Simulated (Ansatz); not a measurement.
# RbBr: the cost of one run

Program: Ansatz 0.2.0. Level of theory: DFT PBE, scalar-relativistic, plane waves, PAW. These are calculated values, not measurements.

3 further runs of the same task are left out: 1 that didn't finish, 2 set aside as unsound or not needed.

**1. The structure to begin with**

The structure is cubic, space group Pm-3m (No. 221). Conventional cell: a = 4.193 Å, b = 4.193 Å, c = 4.193 Å, α = 90.00°, β = 90.00°, γ = 90.00°. Rb (site symmetry m-3m) has 8 Br at 3.63 Å as nearest neighbours. Br (site symmetry m-3m) is surrounded by 8 Rb at 3.63 Å.

Coordinates:

```cif
data_structure
_symmetry_space_group_name_H-M 'P 1'
_symmetry_Int_Tables_number 1
_cell_length_a 4.1929
_cell_length_b 5.9297
_cell_length_c 5.9297
_cell_angle_alpha 90.000
_cell_angle_beta 90.000
_cell_angle_gamma 90.000
_cell_volume 147.43
loop_
_atom_site_label
_atom_site_type_symbol
_atom_site_fract_x
_atom_site_fract_y
_atom_site_fract_z
_atom_site_occupancy
Rb1 Rb 0.00000 0.50000 0.50000 1
Rb2 Rb 0.00000 0.00000 0.00000 1
Br1 Br 0.50000 0.50000 0.00000 1
Br2 Br 0.50000 0.00000 0.50000 1
```

It goes back to an entry of the Materials Project, which need not be the stable form.

It is built from the cell relaxed beforehand with the same method (36.86 Å³/atom).

**2. The undisturbed cell**

Contents of input.yaml:

```yaml
crystal:
  lattice:
    - [-4.1929010518, 0.0, 0.0]
    - [0.0, 4.1929010518, 4.1929010518]
    - [0.0, 4.1929010518, -4.1929010518]
  atoms:
    - { symbol: Rb, position: [1.0, 0.5, 0.5] }
    - { symbol: Rb, position: [1.0, 0.0, 0.0] }
    - { symbol: Br, position: [0.5, 0.5, 0.0] }
    - { symbol: Br, position: [0.5, 0.0, 0.5] }
basis:
  ecutwfc: 420
kpoints:
  mp_grid: { grid: [6, 4, 4] }
hamiltonian:
  xc: pbe
scf:
  occupations: { method: gaussian, width: 0.05 }
output:
  forces: true
  stress: true
  eigenvalues: true
```

The run is started by

```
$ ansatz run input.yaml --threads 1 --pin off --max-ram 2560MiB --backend cpu --events-out ev --progress --plain --runs-dir out
```

**Question.** How long does this run take on 1 thread of Arm Neoverse V2, shared host, and how much memory does it need?

About 3 s, with a peak of 0.36 GiB.
